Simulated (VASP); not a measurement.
Write the native input for VASP 6.6.1 that does the following.

* Task: single point
* Functional: MS2
* Potentials or basis: VASP PAW PBE potentials, release 64 (Ru_pv, Al)
* Cutoff: 520 eV
* k mesh: 12 × 12 × 12
* Occupations: methfessel-paxton, width 0.1 eV
* Spin: no spin polarisation
* Further INCAR settings: ALGO = Normal; EDIFF = 1e-06

The structure of Al2Ru lies in POSCAR:

```
Al2Ru
1.0
   -1.5604216200      1.5604216200      4.2218055900
    1.5604216200     -1.5604216200      4.2218055900
    1.5604216200      1.5604216200     -4.2218055900
Ru Al
1 2
Direct
    0.0000000000      0.0000000000      0.0000000000
    0.3407978100      0.3407978100      0.0000000000
    0.6592021900      0.6592021900      0.0000000000
```

The cell comes from a database or a generator and needn't be the stable form of this composition.

One way to write it, as run:

INCAR

```
SYSTEM = Al2Ru
PREC = Accurate
ENCUT = 520
EDIFF = 1E-6
ISMEAR = 1
SIGMA = 0.1
LREAL = .FALSE.
LASPH = .TRUE.
NELM = 80
ALGO = Normal
ISIF = 2
LWAVE = .FALSE.
LCHARG = .FALSE.
METAGGA = MS2
LMIXTAU = .TRUE.
```

KPOINTS

```
Automatic mesh
0
G
  12 12 12
  0 0 0
```

Potentials or basis: VASP PAW PBE potentials, release 64 (Ru_pv, Al).

Launch:

```sh
$ cat potpaw_PBE.64/Ru_pv/POTCAR potpaw_PBE.64/Al/POTCAR > POTCAR
$ mpirun -np 1 vasp_std > vasp.out
```

Results of the run:

The pressure is 0.5 GPa, the largest force is 0.003 eV/Å and the band gap on the k mesh is 0.09 eV, indirect (least direct gap 0.79 eV).

Caveat: the PAW data sets were made with another functional, which shifts forces and pressure a little.

Run time: 7.4 min on 1 thread of Intel(R) Xeon(R) Platinum 8375C CPU @ 2.90GHz (Ice Lake), on a shared host, peak memory 0.27 GiB.
